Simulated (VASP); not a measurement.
## How uniaxial stress along [001] changes CdSe (F-43m)

Strain engineering needs slopes: what does uniaxial stress along [001] do to the lattice and the band edges of CdSe?

Main program and level: VASP 6.6.1; LDA; plane waves and PAW (Cd, Se); cell typed or built by script, in the first sound run; inputs show where later runs differ.

## 1. Starting point

Symmetry: F-43m, No. 216, cubic system. The conventional cell has a = 6.050 Å, b = 6.050 Å, c = 6.050 Å, α = 90.00°, β = 90.00°, γ = 90.00°. Cd has 4 Se at 2.62 Å nearest. Nearest to Se lie 4 Cd at 2.62 Å. Farther neighbours and most contacts between anions are not listed.

As a file:

```
Cd Se
1.0
     0.00000    3.02500    3.02500
     3.02500    0.00000    3.02500
     3.02500    3.02500    0.00000
Cd Se
1 1
Direct
  0.00000 0.00000 0.00000
  0.25000 0.25000 0.25000
```

## 2. Relax the crystal, LDA

The series starts from the cell that this level prefers, so that zero strain is near zero stress.

This step took 2 runs in a row; the last is shown.

Level: LDA; plane waves and PAW (Cd, Se); cell typed or built by script.

Contents of INCAR:

```
SYSTEM = CdSe
PREC = Accurate
ENCUT = 450
EDIFF = 1E-07
NELM = 120
ISMEAR = 0
SIGMA = 0.02
LREAL = .FALSE.
ALGO = Normal
GGA = CA
NBANDS = 15
LASPH = .TRUE.
LORBIT = 11
LWAVE = .FALSE.
LCHARG = .FALSE.
KPAR = 12
IBRION = 2
NSW = 40
ISIF = 3
EDIFFG = -0.005
POTIM = 0.4
```

Contents of POSCAR:

```
CdSe
1.0
    0.0000000000      3.0102352756      3.0102352756
    3.0102352756      0.0000000000      3.0102352756
    3.0102352756      3.0102352756      0.0000000000
Cd Se
1 1
Direct
    0.0000000000      0.0000000000      0.0000000000
    0.2500000000      0.2500000000      0.2500000000
```

Contents of KPOINTS:

```
Automatic mesh
0
Gamma
9 9 9
0 0 0
```

The projector-augmented-wave data sets are Cd and Se (LDA family, release 64).

The run is started by

```console
> mpirun -np 12 vasp_std
```

What it wrote:

```text
[banner, memory and clock lines left out]
running   12 mpi-ranks, on    1 nodes
[...]
|                                                                             |
|           W    W    AA    RRRRR   N    N  II  N    N   GGGG   !!!           |
|           W    W   A  A   R    R  NN   N  II  NN   N  G    G  !!!           |
|           W    W  A    A  R    R  N N  N  II  N N  N  G       !!!           |
|           W WW W  AAAAAA  RRRRR   N  N N  II  N  N N  G  GGG   !            |
|           WW  WW  A    A  R   R   N   NN  II  N   NN  G    G                |
|           W    W  A    A  R    R  N    N  II  N    N   GGGG   !!!           |
|                                                                             |
|     For optimal performance we recommend to set                             |
|       NCORE = 2 up to number-of-cores-per-socket                            |
|     NCORE specifies how many cores store one orbital (NPAR=cpu/NCORE).      |
|     This setting can greatly improve the performance of VASP for DFT.       |
[...]
|     Unfortunately you need to use the default for GW and RPA                |
|     calculations (for HF NCORE is supported but not extensively tested      |
|     yet).                                                                   |
|                                                                             |

 LDA part: xc-table for (Slater(with rela. corr.)+CA(PZ))
 , standard interpolation
 POSCAR, INCAR and KPOINTS ok, starting setup
[...]
entering main loop
       N       E                     dE             d eps       ncg     rms          rms(c)
DAV:   1     0.101608436601E+03    0.10161E+03   -0.81555E+03  1058   0.960E+02
DAV:   2    -0.319394261818E+01   -0.10480E+03   -0.98807E+02  1239   0.254E+02
DAV:   3    -0.711613717191E+01   -0.39222E+01   -0.39144E+01  1309   0.512E+01
DAV:   4    -0.713291401478E+01   -0.16777E-01   -0.16776E-01  1267   0.333E+00
[...]
DAV:  11    -0.676197850731E+01   -0.45949E-05   -0.17463E-05  1113   0.373E-02    0.124E-02
DAV:  12    -0.676197807916E+01    0.42816E-06   -0.17261E-06  1344   0.198E-02    0.468E-03
DAV:  13    -0.676197812872E+01   -0.49560E-07   -0.21885E-07  1127   0.299E-03
   1 F= -.67619781E+01 E0= -.67619781E+01  d E =-.676198E+01
[...]
reached required accuracy - stopping structural energy minimisation
```

Elapsed: 5.2 s, on 12 MPI ranks of AMD EPYC 7R43, shared host; peak memory 1.6 GiB; 53 s of CPU time.

Lines that name or quote the potential files are left out of all logs, and their timing lines are given in words.

Parts of OUTCAR (step 2):

```text
  Total       -0.0057860     -0.0057860     -0.0057860     -0.0000000     -0.0000000     -0.0000000
  in kB       -0.1699248     -0.1699248     -0.1699248     -0.0000000     -0.0000000     -0.0000000
  external PRESSURE =      -0.1699248 kB  Pullay stress =       0.0000000 kB

 POSITION                                       TOTAL-FORCE (eV/Angst)
 -----------------------------------------------------------------------------------
      0.00000      0.00000      0.00000         0.000000      0.000000      0.000000
      1.50512      1.50512      1.50512        -0.000000     -0.000000     -0.000000
 -----------------------------------------------------------------------------------
    total drift:                               -0.000000     -0.000000     -0.000000

  FREE ENERGIE OF THE ION-ELECTRON SYSTEM (eV)
  ---------------------------------------------------
  free  energy   TOTEN  =        -6.7619781287 eV

  energy  without entropy=       -6.7619781287  energy(sigma->0) =       -6.76197813

 reached required accuracy - stopping structural energy minimisation

[... 3 further parts left out ...]
[key lines of the parts left out:]
E-fermi :   1.2255
```

This run gave:

| Property | Result |
| --- | --- |
| energy(sigma→0) of the program | -6.7620 eV |
| stress, compression positive | xx, yy, zz -0.02, -0.02, -0.02 GPa |
| volume | 54.555 Å³ |
| ionic steps | 1 |

## 3. Strain across the axis, LDA

One member in full: the axis is strained by -0.5 %, and the two directions across it are strained alike until their mean stress is under 0.012 GPa or five steps are spent.

This step took 3 runs, each at a new trial strain with the atoms of the one before; the last is shown.

Level: LDA; plane waves and PAW (Cd, Se); cell typed or built by script.

Changes to INCAR since step 2:

```diff
@@ -15,7 +15,7 @@
 LCHARG = .FALSE.
-KPAR = 12
-IBRION = 2
-NSW = 40
-ISIF = 3
-EDIFFG = -0.005
-POTIM = 0.4
+KPAR = 3
+IBRION = 1
+NSW = 25
+ISIF = 2
+EDIFFG = -0.004
+POTIM = 0.3
```

Contents of POSCAR:

```
CdSe
1.0
    0.0000000000      3.0162183250      2.9951840990
    3.0162183250      0.0000000000      2.9951840990
    3.0162183250      3.0162183250      0.0000000000
Cd Se
1 1
Direct
    0.0000000000      0.0000000000      0.0000000000
    0.2500000000      0.2500000000      0.2500000000
```

KPOINTS is that of step 2.

The run is started by

```console
> mpirun -np 3 vasp_std
```

What it wrote:

```text
[banner, memory and clock lines left out]
running    3 mpi-ranks, on    1 nodes
[...]
LDA part: xc-table for (Slater(with rela. corr.)+CA(PZ))
 , standard interpolation
 POSCAR, INCAR and KPOINTS ok, starting setup
[...]
entering main loop
       N       E                     dE             d eps       ncg     rms          rms(c)
DAV:   1     0.970016041089E+02    0.97002E+02   -0.82897E+03  2322   0.964E+02
DAV:   2    -0.339470376153E+01   -0.10040E+03   -0.95211E+02  2740   0.249E+02
DAV:   3    -0.711682329518E+01   -0.37221E+01   -0.37158E+01  2621   0.496E+01
DAV:   4    -0.713277010214E+01   -0.15947E-01   -0.15946E-01  2810   0.326E+00
[...]
DAV:  11    -0.676182296627E+01   -0.45890E-05   -0.17551E-05  2586   0.374E-02    0.123E-02
DAV:  12    -0.676182253352E+01    0.43275E-06   -0.17434E-06  2803   0.199E-02    0.471E-03
DAV:  13    -0.676182258282E+01   -0.49295E-07   -0.22022E-07  2537   0.302E-03
   1 F= -.67618226E+01 E0= -.67618226E+01  d E =-.676182E+01
 BRION: g(F)=  0.241E-46 g(S)=  0.000E+00
 reached required accuracy - stopping structural energy minimisation
```

The job ended after 19 s (3 MPI ranks; peak memory 0.43 GiB).

Parts of OUTCAR (step 3):

```text
  Total       -0.0000578     -0.0000578      0.0434438      0.0000000      0.0000000      0.0000000
  in kB       -0.0016999     -0.0016999      1.2772013      0.0000000      0.0000000      0.0000000
  external PRESSURE =       0.4246005 kB  Pullay stress =       0.0000000 kB

 POSITION                                       TOTAL-FORCE (eV/Angst)
 -----------------------------------------------------------------------------------
      0.00000      0.00000      0.00000         0.000000      0.000000      0.000000
      1.50811      1.50811      1.49759        -0.000000     -0.000000     -0.000000
 -----------------------------------------------------------------------------------
    total drift:                               -0.000000     -0.000000     -0.000000

  FREE ENERGIE OF THE ION-ELECTRON SYSTEM (eV)
  ---------------------------------------------------
  free  energy   TOTEN  =        -6.7618225828 eV

  energy  without entropy=       -6.7618225828  energy(sigma->0) =       -6.76182258

[... 1 part as in an earlier step ...]

[... 3 further parts left out ...]
[key lines of the parts left out:]
E-fermi :   1.2377
```

Read from the output:

- energy(sigma→0) of the program: -6.7618 eV
- stress, compression positive: xx, yy, zz 0.00, 0.00, 0.13 GPa
- ionic steps: 1

## 4. Band edges, TB-mBJ with spin-orbit coupling

Short lines in KPOINTS_OPT sample the zone centre along and across the axis, for masses, and the other valleys.

Level: TB-mBJ, spin-orbit coupling; plane waves and PAW (Cd, Se); cell typed or built by script.

TB-mBJ has no energy functional, so the total energy, stress and pressure in this output mean nothing.

Contents of INCAR:

```
SYSTEM = CdSe
PREC = Accurate
ENCUT = 450
EDIFF = 1E-06
NELM = 150
ISMEAR = 0
SIGMA = 0.02
LREAL = .FALSE.
ALGO = Normal
METAGGA = MBJ
LASPH = .TRUE.
LNONCOLLINEAR = .TRUE.
MAGMOM = 0 0 0 0 0 0
NBANDS = 28
GGA_COMPAT = .FALSE.
LSORBIT = .TRUE.
LWAVE = .FALSE.
LCHARG = .FALSE.
KPAR = 3
```

POSCAR is that of step 3.

Contents of KPOINTS:

```
Automatic mesh
0
Gamma
7 7 7
0 0 0
```

Contents of KPOINTS_OPT:

```
Line mode
6
Line-mode
Reciprocal
  0.00000000   0.00000000   0.00000000
  0.02383492   0.02383492   0.00000000

  0.00000000   0.00000000   0.00000000
  0.00000000  -0.02400230  -0.02400230

  0.31000000   0.31000000   0.00000000
  0.50000000   0.50000000   0.00000000

  0.00000000   0.31000000   0.31000000
  0.00000000   0.50000000   0.50000000

  0.45000000   0.45000000   0.45000000
  0.50000000   0.50000000   0.50000000

  0.45000000   0.00000000   0.00000000
  0.50000000   0.00000000   0.00000000

  0.42500000   0.42500000   0.00000000
  0.42500000   0.44900230   0.02400230

  0.50000000   0.50000000   0.50000000
  0.48302781   0.51697219   0.50000000
```

The run is started by

```console
> mpirun -np 3 vasp_ncl
```

What it wrote:

```text
[banner, memory and clock lines left out]
running    3 mpi-ranks, on    1 nodes
[...]
|                                                                             |
|               ----> ADVICE to this user running VASP <----                  |
|                                                                             |
|     You enforced a specific xc type in the INCAR file but a different       |
|     [... a line on the potential file left out ...]
|     I HOPE YOU KNOW WHAT YOU ARE DOING!                                     |
|                                                                             |

 LDA part: xc-table for (None), standard interpolation
 POSCAR, INCAR and KPOINTS ok, starting setup
[...]
entering main loop
       N       E                     dE             d eps       ncg     rms          rms(c)
DAV:   1     0.237227941925E+02    0.23723E+02   -0.79749E+03  3296   0.104E+03
DAV:   2    -0.905586176677E+02   -0.11428E+03   -0.11014E+03  3564   0.286E+02
DAV:   3    -0.961443253547E+02   -0.55857E+01   -0.55480E+01  3824   0.640E+01
DAV:   4    -0.961847710088E+02   -0.40446E-01   -0.40424E-01  3452   0.520E+00
[...]
DAV:  72    -0.941740277537E+02   -0.12603E-05   -0.55293E-12  1656   0.242E-05    0.437E-05
DAV:  73    -0.941740307181E+02   -0.29644E-05   -0.21085E-12  1660   0.155E-05    0.198E-05
DAV:  74    -0.941740306546E+02    0.63414E-07   -0.16373E-12  1652   0.967E-06
   1 F= -.94174031E+02 E0= -.94174031E+02  d E =-.964859E-18  mag=    -0.0000     0.0000     0.0000
 Start KPOINTS_OPT (optional k-point list driver)
k-point batch [1-48\48]
       N       E                     dE             ncg
DAV:   1     0.199734264923E+04   -0.14942E+05     2752
DAV:   2    -0.355557801515E+04   -0.55529E+04     3028
DAV:   3    -0.380976168725E+04   -0.25418E+03     3200
DAV:   4    -0.381144208803E+04   -0.16804E+01     3076
DAV:   5    -0.381145700426E+04   -0.14916E-01     3028
DAV:   6    -0.381145728127E+04   -0.27701E-03     3168
DAV:   7    -0.381145728798E+04   -0.67116E-05     2820
DAV:   8    -0.381145728821E+04   -0.22764E-06     2348
```

Run time: 12 min. Hardware: 3 MPI ranks; peak memory 1.2 GiB.

OUTCAR, selected parts (step 4):

```text
  LATTYP: Found a body centered tetragonal cell.
 ALAT       =     4.2655768623
 C/A-ratio  =     1.4043512499

 Subroutine GETGRP returns: Found  8 space group operations
 (whereof  8 operations were pure point group operations)

The static configuration has the point symmetry D_2d.

 Found     58 irreducible k-points:

   k-points           NKPTS =     58   k-points in BZ     NKDIM =     58   number of bands    NBANDS=     28

   dimension x,y,z NGX =    30 NGY =   30 NGZ =   30
   dimension x,y,z NGXF=    60 NGYF=   60 NGZF=   60

   ENCUT  =  450.0 eV  33.07 Ry    5.75 a.u.   7.35  7.35  7.38*2*pi/ulx,y,z

   NELECT =      18.0000    total number of electrons

 E-fermi :   1.8174

 k-point     1 :       0.0000    0.0000    0.0000
  band No.  band energies     occupation
    ...
     14       1.3614      1.00000
     15       1.6919      1.00000
     16       1.6919      1.00000
     17       1.7058      1.00000
     18       1.7058      1.00000
     19       3.6059      0.00000
     20       3.6059      0.00000
     21       8.1172      0.00000
     22       8.1172      0.00000
     23       8.4885      0.00000
    ...

 k-point     2 :       0.1429    0.0000    0.0000
  band No.  band energies     occupation
    ...
     14       0.4651      1.00000
     15       1.3411      1.00000
     16       1.3430      1.00000
     17       1.5399      1.00000
     18       1.5621      1.00000
     19       4.4768      0.00000
     20       4.4770      0.00000
     21       8.1333      0.00000
     22       8.1462      0.00000
     23       8.5393      0.00000
    ...

  Total      -31.2932707    -31.2932707    -31.2399424      0.0000000     -0.0000000      0.0000000
  in kB     -919.9886592   -919.9886592   -918.4208658      0.0000000     -0.0000000      0.0000000
  external PRESSURE =    -919.4660614 kB  Pullay stress =       0.0000000 kB

 POSITION                                       TOTAL-FORCE (eV/Angst)
 -----------------------------------------------------------------------------------
      0.00000      0.00000      0.00000         0.000000      0.000000      0.000000
      1.50811      1.50811      1.49759        -0.000000     -0.000000     -0.000000
 -----------------------------------------------------------------------------------
    total drift:                               -0.000001     -0.000001     -0.000000

  FREE ENERGIE OF THE ION-ELECTRON SYSTEM (eV)
  ---------------------------------------------------
  free  energy   TOTEN  =       -94.1740306546 eV

  energy  without entropy=      -94.1740306546  energy(sigma->0) =      -94.17403065

 Spin-Orbit-Coupling matrix elements
 Ion:    1  E_soc:     -0.0547148
 Ion:    2  E_soc:     -0.0360088

[... 1 part as in an earlier step ...]

[... 7 further parts left out ...]
```

## 5. Band edges, r2SCAN with spin-orbit coupling

Short lines in KPOINTS_OPT sample the zone centre along and across the axis, for masses, and the other valleys.

Level: r2SCAN, spin-orbit coupling; plane waves and PAW (Cd, Se); cell typed or built by script.

Changes to INCAR since step 4:

```diff
@@ -4,3 +4,3 @@
 EDIFF = 1E-06
-NELM = 150
+NELM = 100
 ISMEAR = 0
@@ -9,3 +9,3 @@
 ALGO = Normal
-METAGGA = MBJ
+METAGGA = R2SCAN
 LASPH = .TRUE.
```

POSCAR is that of step 4.

KPOINTS is that of step 4.

KPOINTS_OPT is that of step 4.

The run is started by

```console
> mpirun -np 3 vasp_ncl
```

What it wrote:

```text
[banner, memory and clock lines left out]
running    3 mpi-ranks, on    1 nodes
[...]
[... a notice as in an earlier step ...]

 LDA part: xc-table for (None), standard interpolation
 POSCAR, INCAR and KPOINTS ok, starting setup
[...]
entering main loop
       N       E                     dE             d eps       ncg     rms          rms(c)
DAV:   1    -0.402464067377E+03   -0.40246E+03   -0.81315E+03  3296   0.106E+03
DAV:   2    -0.519620061958E+03   -0.11716E+03   -0.11273E+03  3564   0.290E+02
DAV:   3    -0.525639473778E+03   -0.60194E+01   -0.59801E+01  3800   0.674E+01
DAV:   4    -0.525683237557E+03   -0.43764E-01   -0.43741E-01  3456   0.549E+00
[...]
DAV:  12    -0.520879770563E+03    0.36187E-04   -0.81892E-05  3464   0.133E-01    0.487E-02
DAV:  13    -0.520879766775E+03    0.37878E-05   -0.35137E-05  3424   0.687E-02    0.174E-02
DAV:  14    -0.520879767061E+03   -0.28542E-06   -0.21128E-06  3436   0.148E-02
   1 F= -.52087977E+03 E0= -.52087977E+03  d E =-.992166E-33  mag=    -0.0000    -0.0000     0.0000
 Start KPOINTS_OPT (optional k-point list driver)
k-point batch [1-48\48]
       N       E                     dE             ncg
DAV:   1     0.143862691266E+04   -0.15501E+05     2720
DAV:   2    -0.425951896307E+04   -0.56981E+04     3048
DAV:   3    -0.453418856937E+04   -0.27467E+03     3148
DAV:   4    -0.453600506108E+04   -0.18165E+01     2976
DAV:   5    -0.453601789918E+04   -0.12838E-01     2952
DAV:   6    -0.453601808482E+04   -0.18564E-03     2984
DAV:   7    -0.453601808860E+04   -0.37721E-05     2572
DAV:   8    -0.453601808874E+04   -0.14270E-06     1936
```

It took 8.8 min on 3 MPI ranks; peak memory 1.2 GiB; 26 min of CPU time.

(Part 1 of 2 ends here.)

[Lines on the potential files, build, host, timing and source positions are cut from VASP's logs without a mark.]

[Logs are printed without paths, hosts, clocks, repeated set-up lines and the standing remarks that a program may print on its own settings, such as how far it seeks lower states.]

[Hosts, paths, dates, database ids (printed as entryN), source tags and the programs' standing remarks are cut or masked in the printed files.]

[In band tables of VASP the shares of atoms and orbitals are scaled to a sum of 1 inside the atoms' spheres.]
